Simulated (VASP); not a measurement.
# Cu (Fm-3m) in VASP: a series of runs, part 3 of 3

VASP 6.6.1. The steps go on from the part before.

### Step 5. Relaxation of the atoms, PBE (a relaxed cell with its volume scaled by 0.98)

INCAR reads:

```
SYSTEM = Cu
ALGO = Normal
EDIFF = 1E-7
EDIFFG = -0.01
ENCUT = 600
GGA = PE
IBRION = 2
ISIF = 2
ISMEAR = 1
LASPH = .True.
LCHARG = .False.
LREAL = .False.
LWAVE = .False.
NELM = 80
NSW = 40
PREC = Accurate
SIGMA = 0.1
```

KPOINTS reads:

```
k-points
0
Gamma
  18 18 18
  0 0 0
```

POSCAR reads:

```
Cu                                      
1.0
    0.0000000000      1.8056584008      1.8056584008
    1.8056584008      0.0000000000      1.8056584008
    1.8056584008      1.8056584008      0.0000000000
  Cu            
     1
Direct
     0.0000000000000000    0.0000000000000000    0.0000000000000000
```

Potentials or basis: VASP PAW PBE potentials, release 64 (Cu).

Command:

```
$ cat potpaw_PBE.64/Cu/POTCAR > POTCAR
$ mpirun -np 1 vasp_std > vasp.out
```

OUTCAR:

```text
SYSTEM = Cu
   EDIFF = 1E-7
   EDIFFG = -0.01
   ENCUT = 600
   GGA = PE
   IBRION = 2
   ISIF = 2
   ISMEAR = 1
   LASPH = .True.
   LREAL = .False.
   NELM = 80
   NSW = 40
   PREC = Accurate

 ion  position               nearest neighbor table
   1  0.000  0.000  0.000-

  LATTYP: Found a face centered cubic cell.
 ALAT       =     3.6113168016

  Lattice vectors:

 A1 = (   0.0000000000,   1.8056584008,   1.8056584008)
 A2 = (   1.8056584008,   0.0000000000,   1.8056584008)
 A3 = (   1.8056584008,   1.8056584008,   0.0000000000)

Analysis of symmetry for initial positions (statically):
=====================================================================
 Subroutine PRICEL returns:
 Original cell was already a primitive cell.

 Routine SETGRP: Setting up the symmetry group for a
 face centered cubic supercell.

 Subroutine GETGRP returns: Found 48 space group operations
 (whereof 48 operations were pure point group operations)
 out of a pool of 48 trial point group operations.

The static configuration has the point symmetry O_h .

Analysis of symmetry for dynamics (positions and initial velocities):
=====================================================================
 Subroutine PRICEL returns:
 Original cell was already a primitive cell.

 Routine SETGRP: Setting up the symmetry group for a
 face centered cubic supercell.

 Subroutine GETGRP returns: Found 48 space group operations
 (whereof 48 operations were pure point group operations)
 out of a pool of 48 trial point group operations.

The dynamic configuration has the point symmetry O_h .

 Subroutine INISYM returns: Found 48 space group operations
 (whereof 48 operations are pure point group operations),
 and found     1 'primitive' translations

----------------------------------------------------------------------------------------

                                     Primitive cell

  volume of cell :      11.7743

  direct lattice vectors                    reciprocal lattice vectors
     0.000000000  1.805658401  1.805658401    -0.276907304  0.276907304  0.276907304
     1.805658401  0.000000000  1.805658401     0.276907304 -0.276907304  0.276907304
     1.805658401  1.805658401  0.000000000     0.276907304  0.276907304 -0.276907304

  length of vectors
     2.553586599  2.553586599  2.553586599     0.479617520  0.479617520  0.479617520

  position of ions in fractional coordinates (direct lattice)
     0.000000000  0.000000000  0.000000000

  ion indices of the primitive-cell ions
   primitive index   ion index
                 1           1

----------------------------------------------------------------------------------------

 KPOINTS: k-points

Automatic generation of k-mesh.
 Grid dimensions read from file:
 generate k-points for:   18   18   18

 Generating k-lattice:

  Cartesian coordinates                     Fractional coordinates (reciprocal lattice)
    -0.015383739  0.015383739  0.015383739     0.055555556  0.000000000  0.000000000
     0.015383739 -0.015383739  0.015383739     0.000000000  0.055555556  0.000000000
     0.015383739  0.015383739 -0.015383739     0.000000000  0.000000000  0.055555556

  Length of vectors
     0.026645418  0.026645418  0.026645418

  Shift w.r.t. Gamma in fractional coordinates (k-lattice)
     0.000000000  0.000000000  0.000000000

 Subroutine IBZKPT returns following result:
 ===========================================

 Found    195 irreducible k-points:

 Following reciprocal coordinates:
            Coordinates               Weight
  0.000000  0.000000  0.000000      1.000000
  0.055556  0.000000  0.000000      8.000000
  0.111111  0.000000  0.000000      8.000000
  0.166667  0.000000  0.000000      8.000000
  0.222222  0.000000  0.000000      8.000000
  0.277778  0.000000  0.000000      8.000000
[... 16 lines left out ...]
 -0.277778  0.055556  0.000000     24.000000
 -0.222222  0.055556  0.000000     24.000000
 [... further k-points ...]
   k-points           NKPTS =    195   k-points in BZ     NKDIM =    195   number of bands    NBANDS=      9
   number of dos      NEDOS =    301   number of ions     NIONS =      1
   total plane-waves  NPLWV =   8000
   dimension x,y,z NGX =    20 NGY =   20 NGZ =   20
   dimension x,y,z NGXF=    40 NGYF=   40 NGZF=   40
   ions per type =               1
   NGX,Y,Z   is equivalent  to a cutoff of  13.02, 13.02, 13.02 a.u.
   NGXF,Y,Z  is equivalent  to a cutoff of  26.04, 26.04, 26.04 a.u.
 SYSTEM =  Cu
   PREC   = accura    normal or accurate (medium, high low for compatibility)
   ISTART =      0    job   : 0-new  1-cont  2-samecut
   ICHARG =      2    charge: 1-file 2-atom 10-const
   ISPIN  =      1    spin polarized calculation?
   LNONCOLLINEAR =      F non collinear calculations
   LSORBIT =      F    spin-orbit coupling
   LASPH  =      T    aspherical Exc in radial PAW
   ENCUT  =  600.0 eV  44.10 Ry    6.64 a.u.   5.10  5.10  5.10*2*pi/ulx,y,z
   NELM   =     80;   NELMIN=  2; NELMDL= -5     # of ELM steps
   EDIFF  = 0.1E-06   stopping-criterion for ELM
   LREAL  =      F    real-space projection
   EDIFFG = -.1E-01   stopping-criterion for IOM
   NSW    =     40    number of steps for IOM
   IBRION =      2    ionic relax: 0-MD 1-quasi-New 2-CG
   NFREE  =      1    steps in history (QN), initial steepest desc. (CG)
   ISIF   =      2    stress and relaxation
   ISYM   =      2    0-nonsym 1-usesym 2-fastsym
   POTIM  = 0.5000    time-step for ionic-motion
   TEBEG  =    0.0;   TEEND  =   0.0 temperature during run
   PSTRESS=    0.0 pullay stress
   NELECT =      11.0000    total number of electrons
   NUPDOWN=      -1.0000    fix difference up-down
   EMIN   =  10.00;   EMAX   =-10.00  energy-range for DOS
   EFERMI =   0.00;   METHOD = LEGACY
   ISMEAR =     1;   SIGMA  =   0.10  broadening in eV -4-tet -1-fermi 0-gaus
   EFERMI_NEDOS =   21; number of points for ismear=-14 and -15
   IALGO  =     38    algorithm
   IMIX   =      4    mixing-type and parameters
     AMIX     =   0.40;   BMIX     =  1.00
     AMIX_MAG =   1.60;   BMIX_MAG =  1.00
  volume/ion in A,a.u.               =      11.77        79.46
  Fermi-wavevector in a.u.,A,eV,Ry     =   1.600394  3.024305 34.848053  2.561260
  Thomas-Fermi vector in A             =   2.697536
   LORBIT       =      0    0 simple, 1 ext, 2 COOP (PROOUT), +10 PAW based schemes
   GGA     = PE    functional components
   LHFCALC =     F    Hartree Fock is set to
   AEXX    =    0.0000 exact exchange contribution
   IVDW    =     0    specifies the selected vdW correction
   LEPSILON=     F    determine dielectric tensor
   LRPA    =     F    only Hartree local field effects (RPA)
 conjugate gradient relaxation of ions
 non-spin polarized calculation
 Methfessel and Paxton  Order N= 1 SIGMA  =   0.10
  energy-cutoff  :      600.00
  volume of cell :       11.77
 maximum number of plane-waves:       411
   NGX = 11   NGY = 11   NGZ = 11

 number of electron      11.0000002 magnetization

 Free energy of the ion-electron system (eV)
  ---------------------------------------------------
  ext. energy  EPLUGINS =         0.00000000
  ---------------------------------------------------
  free energy    TOTEN  =        -3.72625982 eV

  energy without entropy =       -3.72625857  energy(sigma->0) =       -3.72625940

 E-fermi :   7.5947     XC(G=0): -12.7427

 val. band max:        7.5502046828   @ k =   0.5000   0.3333   0.1667
 cond. band min:       7.6103825660   @ k =   0.5000   0.2778   0.1111
 fundamental gap:      0.0601778832
 Fermi energy:         7.5947391225

 k-point     1 :       0.0000    0.0000    0.0000
  band No.  band energies     occupation
      1      -1.7506      2.00000
      2       4.5941      2.00000
      3       4.5941      2.00000
      4       4.5941      2.00000
      5       5.4204      2.00000
      6       5.4204      2.00000
      7      30.2420      0.00000
      8      32.9108      0.00000
      9      32.9109      0.00000

 k-point     2 :       0.0556    0.0000    0.0000
  band No.  band energies     occupation
      1      -1.6378      2.00000
      2       4.5700      2.00000
      3       4.6156      2.00000
      4       4.6156      2.00000
      5       5.4118      2.00000
      6       5.4118      2.00000
      7      29.6021      0.00000
      8      31.5380      0.00000
      9      32.5447      0.00000
[... 253 lines left out ...]
 k-point    24 :      -0.2222    0.0556    0.0000
  band No.  band energies     occupation
      1       0.3267      2.00000
      2       4.3009      2.00000
      3       4.7512      2.00000
      4       4.7898      2.00000
      5       5.3725      2.00000
      6       5.6172      2.00000
      7      20.6291      0.00000
      8      27.6207      0.00000
      9      31.3102      0.00000

 [... further k-points ...]
[... 5 lines left out ...]
  --------------------------------------------------------------------------------------
  -------------------------------------------------------------------------------------
  Total        0.2178663      0.2178663      0.2178663      0.0000000      0.0000000      0.0000000
  in kB       29.6458483     29.6458483     29.6458483      0.0000000      0.0000000      0.0000000
  external PRESSURE =      29.6458483 kB  Pullay stress =       0.0000000 kB

 VOLUME and BASIS-vectors are now :
 -----------------------------------------------------------------------------
  energy-cutoff  :      600.00
  volume of cell :       11.77
      direct lattice vectors                 reciprocal lattice vectors
     0.000000000  1.805658401  1.805658401    -0.276907304  0.276907304  0.276907304
     1.805658401  0.000000000  1.805658401     0.276907304 -0.276907304  0.276907304
     1.805658401  1.805658401  0.000000000     0.276907304  0.276907304 -0.276907304

 POSITION                                       TOTAL-FORCE (eV/Angst)
 -----------------------------------------------------------------------------------
      0.00000      0.00000      0.00000        -0.000000      0.000000      0.000000
 -----------------------------------------------------------------------------------
    total drift:                                0.000000      0.000000      0.000000

  FREE ENERGIE OF THE ION-ELECTRON SYSTEM (eV)
  ---------------------------------------------------
  free  energy   TOTEN  =        -3.7262598197 eV

  energy  without entropy=       -3.7262585726  energy(sigma->0) =       -3.72625940

 reached required accuracy - stopping structural energy minimisation
```

Run time: 8.3 s. Hardware: 1 thread of Intel Xeon 6975P-C (Granite Rapids), shared host; peak memory 0.14 GiB.

Results:

```
Free energy             : -3.7263 eV
Pressure after relaxing : 3.0 GPa
Band gap on the k mesh  : none (metal or under the smearing width)
```

Final structure:
```
Cu
1.0
     0.00000    1.80566    1.80566
     1.80566    0.00000    1.80566
     1.80566    1.80566    0.00000
Cu
1
Direct
  0.00000 0.00000 0.00000
```

Caveat: the relaxation stopped at its first step, so nothing moved.

### Step 6. Overview

| task | cell | gap on the mesh (eV) | pressure (GPa) |
| --- | --- | --- | --- |
| relaxation of cell and atoms | relaxed | none | 0.0 |
| relaxation of the atoms | atoms relaxed from: a relaxed cell with its volume scaled by 0.94 | none | 10.0 |
| relaxation of the atoms | atoms relaxed from: a relaxed cell with its volume scaled by 0.96 | none | 6.3 |
| relaxation of the atoms | atoms relaxed from: a relaxed cell with its volume scaled by 0.98 | none | 3.0 |

Alike in all rows: level PBE; potentials or basis VASP PAW PBE potentials, release 64 (Cu); no spin polarisation; k mesh 18 × 18 × 18; cutoff (eV) 600; smearing methfessel-paxton 0.1 eV.

Caveats: the relaxation stopped at its first step, so nothing moved.

Absolute energies hang on the potentials; compare differences alone.
